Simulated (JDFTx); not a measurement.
# AlN (F-43m) in JDFTx: notebook

One crystal, AlN, is run at these levels: PBEsol, LDA; tasks: density of states, equation of state.

Program: JDFTx 1.7.0 (patched build). These are calculated values, not measurements. Logs are shortened: lines on timing, memory, paths and dates and some standing lists are left out, and cuts for length are marked. The log counts tension as positive stress, the text compression.

## (1) The structure

It takes space group F-43m (No. 216, cubic). The conventional cell has a = 4.368 Å, b = 4.368 Å, c = 4.368 Å, α = 90.00°, β = 90.00°, γ = 90.00°. Al (site symmetry -43m) has 4 N at 1.89 Å as nearest neighbours. Around N (site symmetry -43m) lie 4 Al at 1.89 Å.

Measurements of this composition are mostly on another form, of space group No. 186.

## (2) Density of states, PBEsol (the cell as VASP's run set it)

AlN.in

```
include AlN.lattice
coords-type Lattice
include AlN.ionpos

ion-species pseudo/Al.upf
ion-species pseudo/N.upf
elec-cutoff 42 336
elec-ex-corr gga-PBEsol
kpoint-folding 10 10 10
elec-smearing Gauss 0.00091873305
elec-n-bands 9
electronic-SCF nIterations 100 energyDiffThreshold 1e-08
electronic-minimize nIterations 30 energyDiffThreshold 1e-7
converge-empty-states yes
forces-output-coords Cartesian
density-of-states Esigma 0.003 \
  Total \
  OrthoOrbital Al 1 s \
  OrthoOrbital Al 1 p \
  OrthoOrbital N 1 s \
  OrthoOrbital N 1 p

dump-name run.$VAR
dump End Ecomponents EigStats BandEigs Kpoints Forces Stress DOS ElecDensity Dtot KEdensity
```

AlN.lattice

```
lattice \
    0.0000000000     4.1271496863     4.1271496863 \
    4.1271496863     0.0000000000     4.1271496863 \
    4.1271496863     4.1271496863     0.0000000000
```

AlN.ionpos

```
ion Al     0.0000000000     0.0000000000     0.0000000000 1
ion N      0.7500000000     0.7500000000     0.7500000000 1
```

Potentials or basis: PseudoDojo-SR-PBEsol-0.4.1-standard with smoothed tails.

On the command line:

```console
> jdftx -c 1 -i AlN.in -o AlN.out
```

The log of the run:

```text
*************** JDFTx 1.7.0 (patched build) ***************

Input parsed successfully to the following command list (including defaults):
[... the input with its defaults ...]

---------- Setting up symmetries ----------

Found 48 point-group symmetries of the bravais lattice
Found 24 space-group symmetries with basis
Applied RMS atom displacement 0 bohrs to make symmetries exact.

---------- Initializing the Grid ----------
R =
[            0      4.12715      4.12715  ]
[      4.12715            0      4.12715  ]
[      4.12715      4.12715            0  ]
unit cell volume = 140.598
G =
[  -0.761202   0.761202   0.761202  ]
[   0.761202  -0.761202   0.761202  ]
[   0.761202   0.761202  -0.761202  ]
Minimum fftbox size, Smin = [  52  52  52  ]
Chosen fftbox size, S = [  54  54  54  ]

---------- Initializing tighter grid for wavefunction operations ----------
R =
[            0      4.12715      4.12715  ]
[      4.12715            0      4.12715  ]
[      4.12715      4.12715            0  ]
unit cell volume = 140.598
G =
[  -0.761202   0.761202   0.761202  ]
[   0.761202  -0.761202   0.761202  ]
[   0.761202   0.761202  -0.761202  ]
Minimum fftbox size, Smin = [  36  36  36  ]
Chosen fftbox size, S = [  36  36  36  ]

---------- Exchange Correlation functional ----------
Initalized PBEsol GGA exchange.
Initalized PBEsol GGA correlation.

---------- Setting up pseudopotentials ----------
Width of ionic core gaussian charges (only for fluid interactions / plotting) set to 0

Reading pseudopotential file 'pseudo/Al.upf':
  'Al' pseudopotential, 'PBESOL' functional
  Generated using ONCVPSP code by D. R. Hamann
  3 valence electrons, 2 orbitals, 6 projectors, 1001 radial grid points, with lMax = 2
    3S    l: 0   occupation:  2.0   eigenvalue: -0.283523
    3P    l: 1   occupation:  1.0   eigenvalue: -0.098840
  Core radius for overlap checks: 1.74 bohrs.

Reading pseudopotential file 'pseudo/N.upf':
  'N' pseudopotential, 'PBESOL' functional
  Generated using ONCVPSP code by D. R. Hamann
  5 valence electrons, 2 orbitals, 4 projectors, 1001 radial grid points, with lMax = 1
    2S    l: 0   occupation:  2.0   eigenvalue: -0.678237
    2P    l: 1   occupation:  3.0   eigenvalue: -0.258576
  Core radius for overlap checks: 1.31 bohrs.

Initialized 2 species with 2 total atoms.

Folded 1 k-points by 10x10x10 to 1000 k-points.

---------- Setting up k-points, bands, fillings ----------
Adding inversion symmetry to k-mesh for non-inversion-symmetric unit cell.
Reduced to 47 k-points under symmetry.
Computing the number of bands and number of electrons
Calculating initial fillings.
nElectrons:   8.000000   nBands: 9   nStates: 47

----- Setting up reduced wavefunction bases (one per k-point) -----
average nbasis = 1827.121 , ideal nbasis = 1827.884

----- Initializing Supercell corresponding to k-point mesh -----
Lattice vector linear combinations in supercell:
[  10   0   0  ]
[   0  10   0  ]
[   0   0  10  ]
Supercell lattice vectors:
[  0  41.2715  41.2715  ]
[  41.2715  0  41.2715  ]
[  41.2715  41.2715  0  ]

---------- Setting up ewald sum ----------
Optimum gaussian width for ewald sums = 1.874480 bohr.
Real space sum over 1331 unit cells with max indices [  5  5  5  ]
Reciprocal space sum over 2197 terms with max indices [  6  6  6  ]

---------- Allocating electronic variables ----------
Initializing wave functions:  linear combination of atomic orbitals
Note: number of bands (9) exceeds available atomic orbitals (8)
Al pseudo-atom occupations:   s ( 2 )  p ( 1 )
N pseudo-atom occupations:   s ( 2 )  p ( 3 )
	FillingsUpdate:  mu: +0.482601073  nElectrons: 8.000000
LCAOMinimize: Iter:   0  F: -11.9336303281519935  |grad|_K:  1.366e-02  alpha:  1.000e+00
	FillingsUpdate:  mu: +0.316802472  nElectrons: 8.000000
LCAOMinimize: Iter:   1  F: -12.0869314205319878  |grad|_K:  8.821e-04  alpha:  3.822e-01  linmin: -5.133e-01  cgtest:  9.171e-01
LCAOMinimize: Encountered beta<0, resetting CG.
[... 6 lines of inner loops ...]
	FillingsUpdate:  mu: +0.304526742  nElectrons: 8.000000
LCAOMinimize: Iter:   5  F: -12.0875210042850600  |grad|_K:  5.118e-09  alpha:  9.764e-01  linmin: -1.686e-02  cgtest:  3.657e-02
LCAOMinimize: Encountered beta<0, resetting CG.
LCAOMinimize: Converged (|Delta F|<1.000000e-06 for 2 iters).

-------- Electronic minimization -----------
Will mix electronic density at each iteration.
	FillingsUpdate:  mu: +0.304526742  nElectrons: 8.000000
	FillingsUpdate:  mu: +0.275270033  nElectrons: 8.000000
SCF: Cycle:  0   F: -12.152623594427848   dF: -6.510e-02   |Residual|: 8.252e-02   |deigs|: 2.064e-01
	FillingsUpdate:  mu: +0.259401525  nElectrons: 8.000000
SCF: Cycle:  1   F: -12.156944622459591   dF: -4.321e-03   |Residual|: 2.422e-02   |deigs|: 1.321e-02
	FillingsUpdate:  mu: +0.259954311  nElectrons: 8.000000
SCF: Cycle:  2   F: -12.156991998634350   dF: -4.738e-05   |Residual|: 1.038e-02   |deigs|: 2.423e-03
	FillingsUpdate:  mu: +0.261386662  nElectrons: 8.000000
SCF: Cycle:  3   F: -12.157002018916835   dF: -1.002e-05   |Residual|: 1.054e-03   |deigs|: 1.419e-03
	FillingsUpdate:  mu: +0.261333412  nElectrons: 8.000000
SCF: Cycle:  4   F: -12.157002680204034   dF: -6.613e-07   |Residual|: 4.744e-04   |deigs|: 3.036e-04
	FillingsUpdate:  mu: +0.261436605  nElectrons: 8.000000
SCF: Cycle:  5   F: -12.157002963497590   dF: -2.833e-07   |Residual|: 4.624e-05   |deigs|: 5.586e-04
	FillingsUpdate:  mu: +0.261426700  nElectrons: 8.000000
SCF: Cycle:  6   F: -12.157003004694079   dF: -4.120e-08   |Residual|: 1.793e-05   |deigs|: 2.305e-04
	FillingsUpdate:  mu: +0.261425035  nElectrons: 8.000000
SCF: Cycle:  7   F: -12.157003024649875   dF: -1.996e-08   |Residual|: 1.579e-05   |deigs|: 2.277e-04
	FillingsUpdate:  mu: +0.261428086  nElectrons: 8.000000
SCF: Cycle:  8   F: -12.157003027553658   dF: -2.904e-09   |Residual|: 1.849e-06   |deigs|: 2.210e-04
	FillingsUpdate:  mu: +0.261427971  nElectrons: 8.000000
SCF: Cycle:  9   F: -12.157003028920871   dF: -1.367e-09   |Residual|: 5.422e-07   |deigs|: 1.953e-04
SCF: Converged (|Delta E|<1.000000e-08 for 2 iters).

Setting wave functions to eigenvectors of Hamiltonian
Converging empty states (this may take a while):
EmptyStates: None of the convergence criteria satisfied.
|deigs|: 6.466e-04

# Stress tensor in Cartesian coordinates [Eh/a0^3]:
[  -4.1659e-05            0            0  ]
[            0  -4.1659e-05            0  ]
[            0            0  -4.1659e-05  ]

# Ionic positions in lattice coordinates:
ion Al   0.000000000000000   0.000000000000000   0.000000000000000 1
ion N   0.750000000000000   0.750000000000000   0.750000000000000 1

# Forces in Cartesian coordinates:
force Al  -0.000000000000000  -0.000000000000000   0.000000000000000 1
force N   0.000000000000000  -0.000000000000000   0.000000000000000 1

# Energy components:
   Eewald =      -10.8999796044488821
       EH =        2.7828280249016815
     Eloc =       -7.9447899608995316
      Enl =       -0.6479209289852301
      Exc =       -4.2057282181177555
 Exc_core =        0.6062957537679471
       KE =        8.1522919048608973
-------------------------------------
     Etot =      -12.1570030289208706
       TS =        0.0000000000000000
-------------------------------------
        F =      -12.1570030289208706

IonicMinimize: Iter:   0  F: -12.157003028920871  |grad|_K:  6.145e-36
IonicMinimize: Converged (|grad|_K<1.000000e-04).

#--- Lowdin population analysis ---
# oxidation-state Al +1.038
# oxidation-state N -0.980

Dumping 'run.eigStats' ...
	eMin: -0.297314 at state 0 ( [ +0.000000 +0.000000 +0.000000 ] spin 0 )
	HOMO: +0.252210 at state 0 ( [ +0.000000 +0.000000 +0.000000 ] spin 0 )
	mu  : +0.261428
	LUMO: +0.369380 at state 30 ( [ +0.000000 +0.500000 +0.500000 ] spin 0 )
	eMax: +0.919471 at state 11 ( [ +0.000000 +0.100000 -0.400000 ] spin 0 )
	HOMO-LUMO gap: +0.117169
	Optical gap  : +0.151350 at state 0 ( [ +0.000000 +0.000000 +0.000000 ] spin 0 )

WARNING: weighted densities of states are not symmetrized: those that the symmetries change (such as of
a px orbital, of one of several like atoms, of a slice or a sphere) need 'symmetries none'.
WARNING: the last solve of the electrons (or of bands or displaced states from it) ended unconverged.
Done!
[note: mu as printed may lie anywhere between the filled and the empty levels]
```

Run time: 17 s. Hardware: 1 thread of AMD EPYC 9R45 (Zen 5), shared host; peak memory 0.1 GiB.

What came out:

```
Free energy            : -330.8089 eV
Pressure               : 1.2 GPa
Band gap on the k mesh : 3.19 eV, indirect (least direct gap 4.12 eV)
Loewdin charges        : Al +1.04; N -0.98 e
```

States per cell in windows of 1 eV (zero at the valence-band top; states under -8 eV left out):
```tsv
from (eV)	total	N p	Al p	Al s	N s
-8.0	0.00	0.00	0.00	0.00	0.00
-7.0	0.00	0.00	0.00	0.00	0.00
-6.0	0.32	0.18	0.08	0.05	0.01
-5.0	1.25	0.80	0.20	0.19	0.05
-4.0	0.53	0.36	0.08	0.04	0.03
-3.0	0.91	0.67	0.15	0.06	0.02
-2.0	1.62	1.31	0.24	0.04	0.01
-1.0	1.37	1.23	0.11	0.01	0.00
0.0	0.01	0.01	0.00	0.00	0.00
1.0	0.00	0.00	0.00	0.00	0.00
2.0	0.00	0.00	0.00	0.00	0.00
```

Caveat: the empty levels aren't tightly converged. A k mesh can miss the band edges.

(Part 1 of 2 ends here.)
